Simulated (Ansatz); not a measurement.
**Slab of bcc Rh (110), 2 layers**

The slab is cut from the bcc crystal, which needn't be the stable phase, as relaxed on PAW files (14.47 Å³/atom), with 16 Å of vacuum and a dipole correction:

```xyz
2
Lattice="2.6588 0.0000 0.0000 -0.8863 2.5067 0.0000 0.0000 0.0000 18.1709" Properties=species:S:1:pos:R:3 pbc="T T T"
Rh    0.4431    0.6267    8.0000
Rh    1.3294    1.8801   10.1709
```

Computed with Ansatz 0.2.0; functional PBE, scalar-relativistic. Settings: a Γ-centred 13×13×1 k mesh, Fermi–Dirac smearing of 0.05 eV, no spin polarisation. Methods: LAPW: all electrons, basis error target 1 meV/atom; PAW: frozen-core files, cutoff 420 eV.

The bulk energy comes from a cell in the slab's orientation on a 13×13×8 mesh. The surface energy is (E(slab) − N·E(bulk))/2A at zero smearing, the mean of both faces; thin slabs carry quantum-size effects.

The cell is 1×1, so reconstructions are forbidden, and in slabs of four or five layers the relaxations can be far larger than at a real surface.

As cut, the LAPW slab lies 1.567 eV above 2 atoms of bulk. What surface energy is that?

Over two faces of 6.66 Å² it is 117.6 meV/Å², and times 16.02 J/m² per eV/Å² that gives γ = 1.884 J/m².

What do relaxation and the other method give, and what work function comes out?



```
method  γ as cut (J/m²)  γ relaxed (J/m²)  Φ as cut (eV)  Φ relaxed (eV)
  LAPW            1.884             1.828           5.16            5.12
   PAW            1.882             1.825           5.16            5.12
```

How do the spacings between the planes relax?

From the bottom face up: d12 -5.4 % of 2.171 Å.

What changes if the images along the normal are cut off in place of the dipole correction?

LAPW then gives: no gap, work function 5.12 eV; PAW: no gap, work function 5.12 eV.
